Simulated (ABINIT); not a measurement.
Runs of ABINIT 10.8.3 (patched build) on Si2Ni. It takes space group Fm-3m (No. 225, cubic). Conventional cell: a = 5.406 Å, b = 5.406 Å, c = 5.406 Å, α = 90.00°, β = 90.00°, γ = 90.00°. Ni (site symmetry m-3m) is surrounded by 8 Si at 2.34 Å. Around Si (site symmetry -43m) lie 4 Ni at 2.34 Å. 

| task | level | potentials or basis | k mesh | cutoff (eV) | fine-grid cutoff | most SCF steps | mesh quality | gap on the mesh (eV) | pressure (GPa) | moment (μB) | V0 of scaled cells (Å³/atom) | B0 (GPa) |
| --- | --- | --- | --- | --- | --- | --- | --- | --- | --- | --- | --- | --- |
| single point | LDA | JTH PAW LDA v2.0 | 4 × 4 × 4 | 816 | 1414.99 eV | - | coarse | none | - | 0.00 | - | - |
| single point | LDA | JTH PAW LDA v2.0 | 5 × 5 × 5 | 816 | 1414.99 eV | - | coarse | none | - | 0.00 | - | - |
| single point | PBEsol | JTH PAW PBE v2.0 | 9 × 9 × 9 | 1116 | 1714.32 eV | - | not flagged | none | -0.6 | 0.00 | - | - |
| single point | PBE | JTH PAW PBE v2.0 | 9 × 9 × 9 | 1116 | 1714.32 eV | - | not flagged | none | 4.1 | 0.00 | - | - |
| equation of state | PBEsol | JTH PAW PBE v2.0 | 6 × 6 × 6 | 1116 | 1714.32 eV | - | not flagged | - | - | - | (a) | 162 |
| single point | B3LYP | SPMS NC PBE v1.0 | 3 × 3 × 3 | 980 | - | 60 | coarse | - | 13.2 | 0.22 | - | - |
| single point | LDA | JTH PAW LDA v2.0 | 7 × 7 × 7 | 816 | 1414.99 eV | - | not flagged | none | - | 0.00 | - | - |
| band structure | PBEsol | JTH PAW PBE v2.0 | 8 × 8 × 8 | 1116 | 1714.32 eV | - | not flagged | none | -1.3 | 0.00 | - | - |
| equation of state | LDA | JTH PAW LDA v2.0 | 5 × 5 × 5 | 1116 | 1714.32 eV | - | coarse | - | - | - | 12.85 | 173 |
| equation of state | PBE | JTH PAW PBE v2.0 | 9 × 9 × 9 | 1116 | 1714.32 eV | - | not flagged | - | - | - | (c) | (b) |

Alike in all rows: spin collinear, ferromagnetic start; cell as given; smearing fermi-dirac 0.05 eV.

Problem. Estimate the missing entries.

Solution. (a) 13.13; (b) 144; (c) 13.53.

Caveats: some runs use coarse meshes; small starting moments can end in a higher magnetic state in this program (some runs); the PAW data sets were made with another functional, which shifts forces and pressure a little (some runs); pressures at fixed basis lie under the slope of the energies (some runs); exact exchange is summed on a coarse mesh, which widens gaps by tenths of an eV (some runs); the potentials were made for another functional, which shifts forces and pressure (some runs).

A k mesh can miss the band edges.

A gap of «none» marks a metal or a gap under the smearing width.

Not every run made on this cell is shown here.
